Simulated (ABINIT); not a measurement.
Crystal: CdO (Monteponite).

```
CELL_PARAMETERS angstrom
0.00000 2.34950 2.34950
2.34950 0.00000 2.34950
2.34950 2.34950 0.00000
ATOMIC_POSITIONS crystal
Cd 0.00000 0.00000 0.00000
O 0.50000 0.50000 0.50000
```

Base run:

- Program: ABINIT 10.8.3 (patched build)
- Functional: AM05
- Potentials or basis: JTH PAW PBE v2.0
- Cutoff: 762 eV
- k mesh: 10 × 10 × 10
- Occupations: fermi-dirac, width 0.05 eV
- Spin: no spin polarisation

Its results: band gap on the k mesh none (metal or under the smearing width); pressure -0.8 GPa.

After a change of settings the same cell gave: band gap on the k mesh none (metal or under the smearing width); pressure -1.4 GPa. Which change was it?
A. functional from AM05 to BLYP
B. functional from AM05 to PBEsol
C. functional from AM05 to LDA
D. functional from AM05 to PW91

B.

Caveats: the PAW data sets were made with another functional, which shifts forces and pressure a little.

Runs at the PBE level aren't shown here.
